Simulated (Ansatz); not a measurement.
# Si2Ni (Fm-3m) in Ansatz: a series of runs

Runs on Si2Ni. Level: PBE. Tasks: single point.

Program: Ansatz 0.2.0. These are calculated values, not measurements. Logs are shortened: lines on timing, memory, paths and dates and some standing lists are left out, and cuts for length are marked.

**1. The structure**

It takes space group Fm-3m (No. 225, cubic). Conventional cell: a = 5.406 Å, b = 5.406 Å, c = 5.406 Å, α = 90.00°, β = 90.00°, γ = 90.00°. Around Ni (site symmetry m-3m) lie 8 Si at 2.34 Å. Si (site symmetry -43m) has 4 Ni at 2.34 Å as nearest neighbours.

**2. Single point, PBE, collinear spin, ferromagnetic start**

input.yaml reads:

```yaml
crystal:
  lattice:
    - [0.0, 2.703, 2.703]
    - [2.703, 0.0, 2.703]
    - [2.703, 2.703, 0.0]
  atoms:
    - { symbol: Ni, position: [0.0, 0.0, 0.0], spin: 1.0 }
    - { symbol: Si, position: [0.75, 0.75, 0.75] }
    - { symbol: Si, position: [0.25, 0.25, 0.25] }
hamiltonian:
  xc: pbe
  pseudopotentials: { kind: paw }
magnetization:
  spin_polarized: true
kpoints:
  mp_grid: { grid: [9, 9, 9] }
scf:
  occupations: { method: gaussian, width: 0.021 }
output:
  forces: true
  stress: true
  eigenvalues: true
  write_density: true
  write_potential: true
  elf: true
  volumetric_format: npy
```

Potentials or basis: Ansatz PAW.

Run with:

```sh
$ ansatz run input.yaml --threads 2 --pin off --max-ram 5632MiB --backend cpu --events-out ev --progress --plain --runs-dir out
```

The log of the run:

```text
Warning: RAYON_NUM_THREADS=2 ignored (pool sized by the plan → 2); use --threads N
Engine: ansatz 0.2.0, x86_64-unknown-linux-gnu
Pseudopotentials: kind: paw
Pseudopotential: Ni, paw, valence charge 18, recommended cutoff 420 eV (normal), Ni.paw.azcp
Pseudopotential: Si, paw, valence charge 4, recommended cutoff 420 eV (normal), Si.paw.azcp
Functional definition: PBE
  parameter kappa = 0.804
  parameter beta = 0.06672455060314922
  exchange = pbe_x(kappa = kappa, mu = beta*pi^2/3)
  correlation = pbe_c(beta = beta)
Crystal: 3 atoms, lattice volume = 39.497 Å³
Basis set: ecut = 420 eV, 749 PW (Γ), exchange–correlation on 54×54×54 points (8 copies of the dense FFT grid, shifted against one another)
Bands: 18, of which v1, the nominal top of the filled ones, is band 13 counted from 1 (12 counted from 0)
Symmetry: 48 space group operations
Space group: Fm-3m (ITA 225), of the structure as read, at distance tolerance 3.4e-5 Å
Magnetic group: BNS 225.116 (UNI 1618), of the structure as read, at distance tolerance 3.4e-5 Å
k-points: 35 of 729
Non-local potential: Ni, projectors of the file, l = 0: 3, l = 1: 2, l = 2: 3, l = 3: 1
Non-local potential: Si, projectors of the file, l = 0: 2, l = 1: 2, l = 2: 2
PAW form: soft (Blöchl's): semilocal exchange-correlation on the pseudo side does not see the compensation charge
PAW one-centre angular grid: Ni, 590 points (default); XC on 64 Gauss nodes
PAW one-centre angular grid: Si, 110 points (default); XC on 64 Gauss nodes
Initial density: superposition of atomic densities (chi_scale 0.1, normalization cell)
Starting moments: Σ|m| = 1 μB on 1 of 3 sites
Initial wavefunctions: pseudopotential atomic-orbital guess
Functional: x = pbe(κ = 0.804, μ = 0.2195149727645171), c = pbe(β = 0.06672455060314922)
SCF iter   1: F=—  HF=-7111.515592 eV  |F-HF|=—  |Δ(HF+E_count)|=         —  Δρ=9.75e-2 (↑9.75e-2 ↓4.83e-2)  dr2=1.41e0  dr2_m=1.62e0  M=0.045 μB ∫|m|=0.143 μB  β_m=0.30  ethr=3.10e-3  ⟨swp⟩=6.3  Hψ=6315  notcnv=0
Mixer restart at iter 1: flushing history
preconditioner: auto → Kerker (q_TF=auto, 2.545 Å⁻¹)  [metal: Δε(μ)=0.013 eV  Ē_g=8.759 eV  σ=0.021 eV  W_gap=0.32  n_scr=14 (ndim 8)  ℏωp=25.1 eV  f_vac=0.000  D(μ)=1.67/eV (n_scr^D=14)]
spin=Collinear: Kerker preconditioning applied to the charge; magnetization (m = ρ↑ − ρ↓) channel mixes plain (no charge-response kernel on spin).
SCF iter   2: F=—  HF=-7111.073715 eV  |F-HF|=—  |Δ(HF+E_count)|=   4.42e-1  Δρ=6.62e-2 (↑3.64e-2 ↓6.62e-2)  dr2=1.17e0  dr2_m=8.20e-1  M=0.059 μB ∫|m|=0.115 μB  β_m=0.46  ethr=3.10e-3  ⟨swp⟩=2.4  Hψ=2518  notcnv=0  defer=62
preconditioner: auto → none  [insulator: Δε(μ)=0.029 eV  Ē_g=8.847 eV  σ=0.021 eV  W_gap=0.64  n_scr=14 (ndim 8)  ℏωp=25.1 eV  f_vac=0.000  D(μ)=0.89/eV (n_scr^D=8)  ε∞_Penn≈9.0]
SCF iter   3: F=—  HF=-7112.225265 eV  |F-HF|=—  |Δ(HF+E_count)|=    1.15e0  Δρ=5.21e-2 (↑5.21e-2 ↓1.19e-2)  dr2=6.09e-1  dr2_m=2.84e-1  M=0.054 μB ∫|m|=0.094 μB  β_m=0.51  ethr=3.10e-3  ⟨swp⟩=3.2  Hψ=2435  notcnv=0  defer=65
SCF iter   4: F=—  HF=-7112.358251 eV  |F-HF|=—  |Δ(HF+E_count)|=   1.33e-1  Δρ=1.35e-2 (↑2.68e-3 ↓1.35e-2)  dr2=6.02e-2  dr2_m=1.13e-2  M=0.002 μB ∫|m|=0.019 μB  β_m=0.76  ethr=2.34e-3  ⟨swp⟩=2.0  Hψ=2093  notcnv=0  defer=63
SCF iter   5: F=—  HF=-7112.395157 eV  |F-HF|=—  |Δ(HF+E_count)|=   3.69e-2  Δρ=2.95e-3 (↑2.95e-3 ↓6.43e-4)  dr2=2.78e-3  dr2_m=1.03e-3  M=-0.004 μB ∫|m|=0.004 μB  β_m=0.73  ethr=2.31e-4  ⟨swp⟩=2.1  Hψ=1972  notcnv=0  defer=63
SCF iter   6: F=—  HF=-7112.394754 eV  |F-HF|=—  |Δ(HF+E_count)|=   4.03e-4  Δρ=1.46e-3 (↑1.46e-3 ↓7.81e-4)  dr2=1.33e-3  dr2_m=5.12e-5  M=-0.002 μB ∫|m|=0.002 μB  β_m=0.77  ethr=1.07e-5  ⟨swp⟩=1.6  Hψ=1555  notcnv=0  defer=61
SCF iter   7: F=—  HF=-7112.394613 eV  |F-HF|=—  |Δ(HF+E_count)|=   1.40e-4  Δρ=1.75e-4 (↑1.75e-4 ↓1.22e-4)  dr2=2.61e-5  dr2_m=7.29e-7  M=-0.001 μB ∫|m|=0.001 μB  β_m=0.88  ethr=5.10e-6  ⟨swp⟩=2.0  Hψ=1715  notcnv=0  defer=61
SCF iter   8: F=—  HF=-7112.394633 eV  |F-HF|=—  |Δ(HF+E_count)|=   1.92e-5  Δρ=3.77e-5 (↑3.77e-5 ↓3.45e-5)  dr2=1.62e-6  dr2_m=1.25e-8  M=-0.000 μB ∫|m|=0.000 μB  β_m=0.94  ethr=1.00e-7  ⟨swp⟩=2.2  Hψ=1815  notcnv=0  defer=61
SCF iter   9: F=—  HF=-7112.394633 eV  |F-HF|=—  |Δ(HF+E_count)|=   3.80e-7  Δρ=1.18e-5 (↑1.27e-6 ↓1.18e-5)  dr2=4.44e-8  dr2_m=1.11e-8  M=-0.000 μB ∫|m|=0.000 μB  β_m=0.93  ethr=6.23e-9  ⟨swp⟩=2.2  Hψ=1787  notcnv=0  defer=62
SCF iter  10: F=—  HF=-7112.394633 eV  |F-HF|=—  |Δ(HF+E_count)|=   9.20e-9  Δρ=2.38e-6 (↑2.38e-6 ↓8.31e-7)  dr2=3.12e-9  dr2_m=2.54e-10  M=0.000 μB ∫|m|=0.000 μB  β_m=0.93  ethr=1.71e-10  ⟨swp⟩=2.2  Hψ=1986  notcnv=0  defer=62
SCF iter  11: F=-7112.394633 eV  HF=-7112.394633 eV  |F-HF|=1.42e-10  |Δ(HF+E_count)|=  3.27e-11  Δρ=4.69e-7 (↑4.69e-7 ↓2.42e-7)  dr2=1.52e-10  dr2_m=6.36e-12  M=-0.000 μB ∫|m|=0.000 μB  ethr=1.20e-11  ⟨swp⟩=9.0  Hψ=7344  notcnv=0
SCF 1 converged in 11 iterations: F = -7112.394633 eV  dr2 = 1.52e-10
WARN: the starting moments were not kept: the SCF closed with an absolute magnetisation of 2.4e-6 μB, where they sum to 1 μB in size (1 site). That is at most 0.1 of that sum. Measured as dr2_m measures the in/out step, that magnetisation stands 2.7e-12 eV from none, at or under the dr2_threshold of 1.0e-7 eV: it is no larger than a step whose dr2_m would equal this threshold. The system may hold no moment; this SCF shows only that its start led to no more than that. To try another start: raise the starting moments (crystal.atoms[].spin, magnetization.per_species, magnetization.initial_magnetization, or on a non-collinear deck that types none of these the spinor_matrix: blocks that start its atoms; where the total moment is fixed, keep their sum and leave initial_magnetization as it is; typed ones take the place of any that the run laid by itself, positive ones on a crystal's lanthanoids without a Hubbard term where scf.initial_density.shell_occupations: [] is typed) or, if the notice of its spin-set hold's release reads "site moments contracting" or "site moments show no strong build", lengthen the hold (scf.mixing.spin_hold: { on: { confirm: 4 } }; for m-r²SCAN on two components see the key's manual first). Each may lead to a state that holds a moment. A second SCF, from the converged charge density, with the starting moments and any scf.initial_density.shell_occupations laid on it anew, would have followed, and was not run: the deck does not ask for one (magnetization.retry_lost_moments is false, the default). To let it run, set magnetization.retry_lost_moments: true and run the deck again, where that key's refused combinations let it; where memory then withholds it, that run's warning says so.
SCF converged after 11 iterations
Magnetization: -0.0000 μB (13.0000 up, 13.0000 down)
Absolute magnetization: 0.0000 μB (∫|ρ↑−ρ↓|, with the PAW one-centre terms)
Spin contamination: 0.0000 ħ² per cell (⟨S²⟩ above its minimum at these occupations)
Per-site moments (μB) at R_I (Å): [(5.387623775973596e-7, 0.9656074999021016), (-1.10213565744009e-7, 0.9656074999021016), (-1.1021356577608459e-7, 0.9656074999021018)]
Free energy (F): -7112.394633 eV
Harris-Foulkes:  -7112.394633 eV  (|F-HF|=1.42e-10)
Internal energy: -7112.394383 eV  (E = F + TS)
E sigma→0 (E₀):  -7112.394508 eV
Entropy (-TS):   -0.000250 eV (-0.083 meV/atom)
Fermi energy:    13.350401 eV
--- Per-component energies (eV) ---
  E_band       = -343.999441
  E_kinetic    = 370.716632
  E_local      = -4906.252449  (includes V_loc(G=0)·N_el)
  E_nonlocal   = 679.749955
  E_hartree    = 2122.061379
  E_xc         = -199.480613
  E_vxc        = -208.748629  (∫ρ·V_xc dr)
  E_paw        = -2651.340931  (= ΣΔE_a)
  E_vpaw       = -523.589326  (= ΣTr[D̂ρ^β])
  E_aug_tail   = 0.000498  (compensation charges beyond the density's cutoff)
  E_ewald      = -2527.848854
  E_smearing   = -0.000250  (= −TS)
  E_closure    = 0.000000  (closes the sum)
  Σ components = -7112.394633   (vs F -7112.394633, Δ=0.00e0)
--- Forces (eV/Å), atoms counted from 1 ---
  atom   1  Ni    -0.00000000     0.00000000     0.00000000
  atom   2  Si    -0.00000000    -0.00000000     0.00000000
  atom   3  Si     0.00000000    -0.00000000    -0.00000000
  max |Σ_I F_I| component: 3.70e-17 eV/Å
--- Stress (GPa, compression-positive) ---
        3.986919      -0.000000      -0.000000
       -0.000000       3.986919      -0.000000
        0.000000       0.000000       3.986919
  P = ⅓ Tr σ = 3.9869 GPa (39.869 kbar)
--- Band table (eV; the first three rows and the last of 70) ---
  k-point 0 ↑: bands = ["-91.3314", "-51.7283", "-51.7283", "-51.7283", "-0.5898", "8.0765", "8.0765", "8.0765", "9.7844", "9.7844", "12.9796", "15.0086", "15.0086", "15.0086", "15.5376", "15.5376", "15.5376", "17.9976"]
  k-point 1 ↑: bands = ["-91.3314", "-51.7284", "-51.7283", "-51.7283", "-0.4068", "7.7037", "8.1343", "8.1343", "9.7512", "9.7512", "12.5919", "13.8838", "14.2628", "14.2628", "16.2266", "16.2266", "17.1836", "17.5055"]
  k-point 2 ↑: bands = ["-91.3314", "-51.7287", "-51.7284", "-51.7284", "0.1367", "6.6975", "8.2798", "8.2798", "9.7035", "9.7035", "11.1449", "13.3697", "13.3697", "14.2332", "15.9117", "15.9117", "16.9075", "18.3372"]
  k-point 34 ↓: bands = ["-91.3314", "-51.7290", "-51.7289", "-51.7286", "3.7935", "4.5969", "6.4840", "6.7352", "9.3936", "9.5680", "9.8332", "10.1637", "10.8936", "15.0172", "15.8358", "17.6161", "19.2926", "21.2758"]
```

It took 2.2 s on 2 threads of Intel Xeon 6975P-C (Granite Rapids), shared host; peak memory 0.41 GiB.

What came out:

| Property | Result |
| --- | --- |
| Free energy | -7112.3946 eV |
| Pressure | 4.0 GPa |
| Band gap on the k mesh | none (metal or under the smearing width) |
| Net moment | 0.00 μB per cell |
| Absolute moment | 0.00 μB per cell |

Levels at points of the mesh, in eV from the Fermi level:
Spin up:
```tsv
k point	band 11	band 12	band 13	band 14	band 15	band 16
(0.00, 0.00, 0.00)	-0.37	1.66	1.66	1.66	2.19	2.19
```
Spin down:
| k point | band 11 | band 12 | band 13 | band 14 | band 15 | band 16 |
| --- | --- | --- | --- | --- | --- | --- |
| (0.00, 0.00, 0.00) | -0.37 | 1.66 | 1.66 | 1.66 | 2.19 | 2.19 |

Caveat: the starting moments weren't kept.

**3. Single point, PBE, collinear spin, ferromagnetic start**

Changes to input.yaml since step 2:

```diff
@@ -17,3 +17,3 @@
 scf:
-  occupations: { method: gaussian, width: 0.021 }
+  occupations: { method: gaussian, width: 0.022 }
 output:
@@ -22,5 +22 @@
   eigenvalues: true
-  write_density: true
-  write_potential: true
-  elf: true
-  volumetric_format: npy
```

Potentials or basis: Ansatz PAW.

Run with:

```sh
$ ansatz run input.yaml --threads 2 --pin off --max-ram 5632MiB --backend cpu --events-out ev --progress --plain --runs-dir out
```

Run time: 2 s. Hardware: 2 threads of Intel Xeon 6975P-C (Granite Rapids), shared host; peak memory 0.4 GiB.

Results (log left out):

* Free energy: -7112.3946 eV
* Pressure: 4.0 GPa
* Band gap on the k mesh: none (metal or under the smearing width)
* Net moment: 0.00 μB per cell
* Absolute moment: 0.00 μB per cell

Levels at points of the mesh, in eV from the Fermi level:
Spin up:
| k point | band 10 | band 11 | band 12 | band 13 | band 14 | band 15 | band 16 | band 17 |
| --- | --- | --- | --- | --- | --- | --- | --- | --- |
| (0.00, 0.00, 0.00) | -3.57 | -0.37 | 1.66 | 1.66 | 1.66 | 2.19 | 2.19 | 2.19 |
Spin down:
| k point | band 9 | band 10 | band 11 | band 12 | band 13 | band 14 | band 15 | band 16 | band 17 | band 18 |
| --- | --- | --- | --- | --- | --- | --- | --- | --- | --- | --- |
| (0.00, 0.00, 0.00) | -3.57 | -3.57 | -0.37 | 1.66 | 1.66 | 1.66 | 2.19 | 2.19 | 2.19 | 4.65 |

Caveat: the starting moments weren't kept.
